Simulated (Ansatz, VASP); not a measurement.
**One calculation of Be, two programs**

The input INCAR:

```
SYSTEM = Be
  PREC = Accurate
  ENCUT = 520
  EDIFF = 1E-7
  ISMEAR = 1
  SIGMA = 0.03
  LREAL = .FALSE.
  LASPH = .TRUE.
  NELM = 100
  ALGO = Normal
  ISIF = 2
  LWAVE = .FALSE.
  LCHARG = .FALSE.
  NBANDS = 9
```

Contents of KPOINTS:

```
Automatic mesh
0
G
  16 16 9
  0 0 0
```

The input POSCAR:

```
Be
1.0
    2.2295160349      0.0000000000      0.0000000000
   -1.1147580175      1.9308175243      0.0000000000
    0.0000000000      0.0000000000      3.5083258361
Be
2
Direct
    0.3333333333      0.6666666667      0.2500000000
    0.6666666667      0.3333333333      0.7500000000
```

Input for Ansatz:

```yaml
crystal:
  lattice:
    - [2.2295160349, 0.0, 0.0]
    - [-1.1147580175, 1.9308175243, 0.0]
    - [0.0, 0.0, 3.5083258361]
  atoms:
    - { symbol: Be, position: [0.3333333333, 0.6666666667, 0.25] }
    - { symbol: Be, position: [0.6666666667, 0.3333333333, 0.75] }
hamiltonian:
  xc: lda
  pseudopotentials:
    kind: paw
    azcp:
      Be: "pseudopotentials/Be.paw.azcp"
basis:
  ecutwfc: 420
  fft_grid_basis: typed
kpoints:
  mp_grid: { grid: [16, 16, 9], shift: [0, 0, 0] }
magnetization:
  spin_polarized: false
scf:
  occupations: { method: cold, width: 0.03 }
  lower_state_search: "off"
output:
  stress: true
  write_density: true
  write_potential: true
  elf: true
  volumetric_format: npy
```

Alike in both runs: task single point; functional LDA; k mesh 16 × 16 × 9; no spin polarisation.

```csv
,VASP,Ansatz
version,VASP 6.6.1,Ansatz 0.2.0
potentials or method,"VASP PAW LDA potentials, release 64 (Be)","plane waves (420 eV) with PAW, scalar-relativistic"
plane-wave cutoff (eV),520,420
occupations,"methfessel-paxton of order 1, width 0.03 eV","cold, width 0.03 eV"
valence electrons in the cell,4,4
```

VASP gave:

- pressure (GPa): 0.4
- largest component of the traceless stress (GPa): 0.25

Question: Estimate Ansatz's values.

Answer: Pressure (GPa): 0.0; largest component of the traceless stress (GPa): 0.24.

Ansatz warned: «pseudo_functional_mismatch».
